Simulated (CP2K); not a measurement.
# BP (F-43m) in CP2K: further runs, part 2 of 2

CP2K 2026.2.

## (4) Band structure, r2SCAN

Input file bp_bands.inp:

```
&GLOBAL
  PROJECT bp_bands
  RUN_TYPE ENERGY_FORCE
  PRINT_LEVEL LOW
&END GLOBAL
&FORCE_EVAL
  METHOD QS
  STRESS_TENSOR ANALYTICAL
  &DFT
    BASIS_SET_FILE_NAME BASIS_MOLOPT_UZH
    POTENTIAL_FILE_NAME POTENTIAL_UZH
    &MGRID
      CUTOFF 675
      REL_CUTOFF 60
      NGRIDS 4
    &END MGRID
    &QS
      METHOD GPW
      EPS_DEFAULT 1.0E-9
    &END QS
    &KPOINTS
      SCHEME MONKHORST-PACK 10 10 10
      GAMMA_CENTERED T
      SYMMETRY T
      SYMMETRY_BACKEND SPGLIB
    &END KPOINTS
    &SCF
      SCF_GUESS ATOMIC
      EPS_SCF 1.0E-6
      MAX_SCF 100
      ADDED_MOS 10
      CHOLESKY OFF
      EPS_EIGVAL 1.0E-7
      &DIAGONALIZATION ON
        ALGORITHM STANDARD
      &END DIAGONALIZATION
      &MIXING ON
        METHOD BROYDEN_MIXING
        ALPHA 0.4
        BETA 1.5
        NBUFFER 8
      &END MIXING
      &SMEAR ON
        METHOD FERMI_DIRAC
        ELECTRONIC_TEMPERATURE 580.23
      &END SMEAR
    &END SCF
    &XC
      &XC_FUNCTIONAL
        &MGGA_X_R2SCAN
        &END MGGA_X_R2SCAN
        &MGGA_C_R2SCAN
        &END MGGA_C_R2SCAN
      &END XC_FUNCTIONAL
    &END XC
    &PRINT
      &KPOINTS ON
      &END KPOINTS
      &MULLIKEN ON
      &END MULLIKEN
      &MO ON
        ENERGIES T
        OCCUPATION_NUMBERS T
        &EACH
          QS_SCF 0
        &END EACH
        ADD_LAST NUMERIC
      &END MO
      &BAND_STRUCTURE
        FILE_NAME bands.bs
        ADDED_MOS 2
        &KPOINT_SET
          UNITS B_VECTOR
          NPOINTS 6
          SPECIAL_POINT GAMMA 0.00000000 0.00000000 0.00000000
          SPECIAL_POINT X 0.50000000 0.00000000 0.50000000
          SPECIAL_POINT W 0.50000000 0.25000000 0.75000000
          SPECIAL_POINT K 0.37500000 0.37500000 0.75000000
          SPECIAL_POINT GAMMA 0.00000000 0.00000000 0.00000000
          SPECIAL_POINT L 0.50000000 0.50000000 0.50000000
          SPECIAL_POINT U 0.62500000 0.25000000 0.62500000
          SPECIAL_POINT W 0.50000000 0.25000000 0.75000000
          SPECIAL_POINT L 0.50000000 0.50000000 0.50000000
          SPECIAL_POINT K 0.37500000 0.37500000 0.75000000
        &END KPOINT_SET
        &KPOINT_SET
          UNITS B_VECTOR
          NPOINTS 6
          SPECIAL_POINT U 0.62500000 0.25000000 0.62500000
          SPECIAL_POINT X 0.50000000 0.00000000 0.50000000
        &END KPOINT_SET
      &END BAND_STRUCTURE
    &END PRINT
  &END DFT
  &SUBSYS
    &CELL
      A 3.2088505730 0.0000000000 0.0000000000
      B 1.6044252865 2.7789461132 0.0000000000
      C 1.6044252865 0.9263153711 2.6200155216
      PERIODIC XYZ
    &END CELL
    &COORD
      SCALED
      P   0.7500000000 0.7500000000 0.7500000000
      B   0.0000000000 0.0000000000 0.0000000000
    &END COORD
    &KIND P
      BASIS_SET TZVP-MOLOPT-SCAN-GTH-q5
      POTENTIAL GTH-SCAN-q5
    &END KIND
    &KIND B
      BASIS_SET TZVP-MOLOPT-SCAN-GTH-q3
      POTENTIAL GTH-SCAN-q3
    &END KIND
    &PRINT
      &ATOMIC_COORDINATES ON
      &END ATOMIC_COORDINATES
      &CELL ON
      &END CELL
    &END PRINT
  &END SUBSYS
  &PRINT
    &FORCES ON
    &END FORCES
    &STRESS_TENSOR ON
    &END STRESS_TENSOR
  &END PRINT
&END FORCE_EVAL
```

Potentials or basis: POTENTIAL_UZH P GTH-SCAN-q5, B GTH-SCAN-q3; TZVP-MOLOPT-SCAN-GTH basis.

Run with:

```bash
$ OMP_NUM_THREADS=1 cp2k.psmp -i bp_bands.inp -o bp_bands.out
```

bp_bands.out:

```text

 CP2K| version string:                                       CP2K version 2026.2
 CP2K| Input file name                                              bp_bands.inp

 GLOBAL| Force Environment number                                              1
 GLOBAL| Basis set file name                                    BASIS_MOLOPT_UZH
 GLOBAL| Potential file name                                       POTENTIAL_UZH
 GLOBAL| MM Potential file name                                     MM_POTENTIAL
 GLOBAL| Coordinate file name                                      __STD_INPUT__
 GLOBAL| Method name                                                        CP2K
 GLOBAL| Project name                                                   bp_bands
 GLOBAL| Run type                                                   ENERGY_FORCE
 GLOBAL| FFT library                                                       FFTW3
[... 6 lines left out ...]
 GLOBAL| Total number of message passing processes                             1
 GLOBAL| Number of threads for this process                                    1
 GLOBAL| CPU model name                                                  UNKNOWN

 CELL| Volume [angstrom^3]:                                            23.363262
 CELL| Vector a [angstrom]:       3.209     0.000     0.000   |a| =     3.208851
 CELL| Vector b [angstrom]:       1.604     2.779     0.000   |b| =     3.208851
 CELL| Vector c [angstrom]:       1.604     0.926     2.620   |c| =     3.208851
 CELL| Angle (b,c), alpha [degree]:                                    60.000000
 CELL| Angle (a,c), beta  [degree]:                                    60.000000
 CELL| Angle (a,b), gamma [degree]:                                    60.000000
[... 473 lines left out ...]
 KPOINTS| Number of k-point sets                                               2
 KPOINTS| Number of added MOs/bands                                            2
 KPOINTS| Number of k-points in set    1                                      55
 KPOINTS| In units of b-vector [2pi/Bohr]
 KPOINTS| Special point     1       GAMMA     0.000000     0.000000     0.000000
 KPOINTS| Special point     2           X     0.500000     0.000000     0.500000
 KPOINTS| Special point     3           W     0.500000     0.250000     0.750000
 KPOINTS| Special point     4           K     0.375000     0.375000     0.750000
 KPOINTS| Special point     5       GAMMA     0.000000     0.000000     0.000000
 KPOINTS| Special point     6           L     0.500000     0.500000     0.500000
 KPOINTS| Special point     7           U     0.625000     0.250000     0.625000
 KPOINTS| Special point     8           W     0.500000     0.250000     0.750000
 KPOINTS| Special point     9           L     0.500000     0.500000     0.500000
 KPOINTS| Special point    10           K     0.375000     0.375000     0.750000
 KPOINTS| Number of k-points in set    2                                       7
 KPOINTS| In units of b-vector [2pi/Bohr]
 KPOINTS| Special point     1           U     0.625000     0.250000     0.625000
 KPOINTS| Special point     2           X     0.500000     0.000000     0.500000

 ENERGY| Total FORCE_EVAL ( QS ) energy [hartree]             -9.448602226980629

 FORCES| Atomic forces [hartree/bohr]
 FORCES|   Atom     x               y               z               |f|
 FORCES|      1 -7.50448093E-09 -3.54285556E-07 -6.66477558E-07   7.54829058E-07
 FORCES|      2  8.72106432E-08  4.76843723E-07  7.32708115E-07   8.78548128E-07
 FORCES| Sum     7.97061623E-08  1.22558167E-07  6.62305572E-08
 FORCES| Total atomic force                                       1.60499418E-07

 STRESS| Analytical stress tensor [bar]
 STRESS|                        x                   y                   z
 STRESS|      x       -1.30563467388E+04   1.78486855822E-01  -1.66374449850E-01
 STRESS|      y        1.78486855822E-01  -1.30514459507E+04   4.73351815903E-01
 STRESS|      z       -1.66374449850E-01   4.73351815903E-01  -1.30466690097E+04
 STRESS| 1/3 Trace                                            -1.30514872330E+04
 STRESS| Determinant                                          -2.22320724080E+12

 STRESS| Eigenvectors and eigenvalues of the analytical stress tensor [bar]
 STRESS|                        1                   2                   3
 STRESS| Eigenvalues  -1.30563567213E+04  -1.30514846796E+04  -1.30466202982E+04
 STRESS|      x           0.999091090140      0.039808110002     -0.015241652797
 STRESS|      y          -0.038146506319      0.994547967173      0.097052486048
 STRESS|      z           0.019022030846     -0.096382858282      0.995162553039
```

Run time: 55 s. Hardware: 1 thread of Arm Neoverse V2, shared host; peak memory 0.27 GiB.

Results:

```
Free energy             : -257.1095 eV
Pressure                : -1.3 GPa
Band gap on the k mesh  : 1.52 eV, indirect (least direct gap 3.62 eV)
Band gap along the path : 1.52 eV, indirect (least direct gap 3.62 eV)
Mulliken charges        : P +0.04; B -0.04 e
```

Levels at the corners of the path, in eV from the valence-band top:
| point | band 1 | band 2 | band 3 | band 4 | band 5 | band 6 | band 7 | band 8 | band 9 |
| --- | --- | --- | --- | --- | --- | --- | --- | --- | --- |
| Γ | -16.27 | 0.00 | 0.00 | 0.00 | 3.62 | 3.62 | 3.62 | 8.05 | 13.35 |
| X | -11.13 | -9.14 | -4.36 | -4.36 | 1.68 | 1.98 | 13.06 | 13.06 | 16.53 |
| W | -10.84 | -8.63 | -5.93 | -5.74 | 6.14 | 7.33 | 7.90 | 8.17 | 13.91 |
| K | -11.15 | -8.71 | -6.51 | -3.72 | 2.54 | 6.69 | 10.60 | 11.52 | 12.61 |
| Γ | -16.27 | 0.00 | 0.00 | 0.00 | 3.62 | 3.62 | 3.62 | 8.05 | 13.35 |
| L | -12.79 | -9.52 | -1.88 | -1.88 | 4.14 | 5.13 | 5.13 | 12.62 | 16.57 |
| U | -11.15 | -8.71 | -6.51 | -3.72 | 2.54 | 6.69 | 10.60 | 11.52 | 12.61 |
| W | -10.84 | -8.63 | -5.93 | -5.74 | 6.14 | 7.33 | 7.90 | 8.17 | 13.91 |
| L | -12.79 | -9.52 | -1.88 | -1.88 | 4.14 | 5.13 | 5.13 | 12.62 | 16.57 |
| K | -11.15 | -8.71 | -6.51 | -3.72 | 2.54 | 6.69 | 10.60 | 11.52 | 12.61 |
| U | -11.15 | -8.71 | -6.51 | -3.72 | 2.54 | 6.69 | 10.60 | 11.52 | 12.61 |
| X | -11.13 | -9.14 | -4.36 | -4.36 | 1.68 | 1.98 | 13.06 | 13.06 | 16.53 |

Caveat: Mulliken charges move with the basis; the basis of atomic orbitals isn't converged, which shifts pressures, moduli and gaps. r2SCAN opens gaps a little over a GGA but as a rule still falls short of measured ones.

## (5) Band structure, TB-mBJ

bp_bands.inp, as its differences from that of step 4:

```diff
@@ -2,3 +2,3 @@
   PROJECT bp_bands
-  RUN_TYPE ENERGY_FORCE
+  RUN_TYPE ENERGY
   PRINT_LEVEL LOW
@@ -7,3 +7,2 @@
   METHOD QS
-  STRESS_TENSOR ANALYTICAL
   &DFT
@@ -14,3 +13,3 @@
       REL_CUTOFF 60
-      NGRIDS 4
+      NGRIDS 5
     &END MGRID
@@ -44,3 +43,3 @@
         METHOD FERMI_DIRAC
-        ELECTRONIC_TEMPERATURE 580.23
+        ELECTRONIC_TEMPERATURE [K] 580.226
       &END SMEAR
@@ -49,6 +48,6 @@
       &XC_FUNCTIONAL
-        &MGGA_X_R2SCAN
-        &END MGGA_X_R2SCAN
-        &MGGA_C_R2SCAN
-        &END MGGA_C_R2SCAN
+        &MGGA_X_TB09
+        &END MGGA_X_TB09
+        &LDA_C_PW
+        &END LDA_C_PW
       &END XC_FUNCTIONAL
@@ -70,6 +69,6 @@
         FILE_NAME bands.bs
-        ADDED_MOS 2
+        ADDED_MOS 6
         &KPOINT_SET
           UNITS B_VECTOR
-          NPOINTS 6
+          NPOINTS 8
           SPECIAL_POINT GAMMA 0.00000000 0.00000000 0.00000000
@@ -87,3 +86,3 @@
           UNITS B_VECTOR
-          NPOINTS 6
+          NPOINTS 8
           SPECIAL_POINT U 0.62500000 0.25000000 0.62500000
@@ -102,4 +101,3 @@
     &COORD
-      SCALED
-      P   0.7500000000 0.7500000000 0.7500000000
+      P   4.8132758595 2.7789461132 1.9650116412
       B   0.0000000000 0.0000000000 0.0000000000
@@ -107,8 +105,8 @@
     &KIND P
-      BASIS_SET TZVP-MOLOPT-SCAN-GTH-q5
-      POTENTIAL GTH-SCAN-q5
+      BASIS_SET TZVP-MOLOPT-PBE-GTH-q5
+      POTENTIAL GTH-PBE-q5
     &END KIND
     &KIND B
-      BASIS_SET TZVP-MOLOPT-SCAN-GTH-q3
-      POTENTIAL GTH-SCAN-q3
+      BASIS_SET TZVP-MOLOPT-PBE-GTH-q3
+      POTENTIAL GTH-PBE-q3
     &END KIND
@@ -119,2 +117,4 @@
       &END CELL
+      &SYMMETRY ON
+      &END SYMMETRY
     &END PRINT
@@ -124,4 +124,2 @@
     &END FORCES
-    &STRESS_TENSOR ON
-    &END STRESS_TENSOR
   &END PRINT
```

Potentials or basis: POTENTIAL_UZH P GTH-PBE-q5, B GTH-PBE-q3; TZVP-MOLOPT-PBE-GTH basis.

Run with:

```bash
$ OMP_NUM_THREADS=1 cp2k.psmp -i bp_bands.inp -o bp_bands.out
```

Wall time 92 s (1 thread of Arm Neoverse V2, shared host); peak memory 0.27 GiB.

Results (log left out):

```
Band gap on the k mesh  : 1.67 eV, indirect (least direct gap 3.91 eV)
Band gap along the path : 1.69 eV, indirect (least direct gap 3.91 eV)
Mulliken charges        : P -0.56; B +0.56 e
```

Levels at the corners of the path, in eV from the valence-band top:
```tsv
point	band 2	band 3	band 4	band 5	band 6	band 7
Γ	0.00	0.00	0.00	3.91	3.91	3.91
X	-8.63	-4.03	-4.03	1.88	1.97	13.31
W	-8.12	-5.58	-5.40	5.80	6.93	8.13
K	-8.21	-6.14	-3.42	2.55	6.53	10.75
Γ	0.00	0.00	0.00	3.91	3.91	3.91
L	-9.03	-1.68	-1.68	4.34	5.16	5.16
U	-8.21	-6.14	-3.42	2.55	6.53	10.75
W	-8.12	-5.58	-5.40	5.80	6.93	8.13
L	-9.03	-1.68	-1.68	4.34	5.16	5.16
K	-8.21	-6.14	-3.42	2.55	6.53	10.75
U	-8.21	-6.14	-3.42	2.55	6.53	10.75
X	-8.63	-4.03	-4.03	1.88	1.97	13.31
```

Caveat: Mulliken charges move with the basis; this is a model potential without an energy functional, so only levels have meaning; the potentials were made for another functional, which shifts forces and pressure; the basis of atomic orbitals isn't converged, which shifts pressures, moduli and gaps.

## (6) Summary

| level | potentials or basis | smearing | EPS_DEFAULT | NGRIDS | points a segment of the path (NPOINTS) | bands added on the path | CUTOFF of the grids | gap on the mesh (eV) | pressure (GPa) |
| --- | --- | --- | --- | --- | --- | --- | --- | --- | --- |
| PBEsol | POTENTIAL_UZH P GTH-PBE-q5, B GTH-PBE-q3; TZVP-MOLOPT-PBE-GTH basis | fermi-dirac 0.0259 eV | 1.0E-9 | 5 | 6 | 4 | 450 Ry | 1.23 | -1.2 |
| LDA | GTH_POTENTIALS P GTH-PADE-q5, B GTH-PADE-q3; TZVP-MOLOPT-PBE-GTH basis | fermi-dirac 0.1 eV | 1.0E-10 | 5 | 8 | 2 | 450 Ry | 1.31 | -6.1 |
| r2SCAN | POTENTIAL_UZH P GTH-SCAN-q5, B GTH-SCAN-q3; TZVP-MOLOPT-SCAN-GTH basis | fermi-dirac 0.05 eV | 1.0E-9 | 4 | 6 | 2 | 675 Ry | 1.52 | -1.3 |
| TB-mBJ | POTENTIAL_UZH P GTH-PBE-q5, B GTH-PBE-q3; TZVP-MOLOPT-PBE-GTH basis | fermi-dirac 0.05 eV | 1.0E-9 | 5 | 8 | 6 | 675 Ry | 1.67 | - |

Alike in all rows: task band structure; no spin polarisation; cell as given; k mesh 10 × 10 × 10.

Caveats: the basis of atomic orbitals isn't converged, which shifts pressures, moduli and gaps; the potentials were made for another functional, which shifts forces and pressure (some runs); this is a model potential without an energy functional, so only levels have meaning (some runs).

Absolute energies hang on the potentials; compare differences alone.
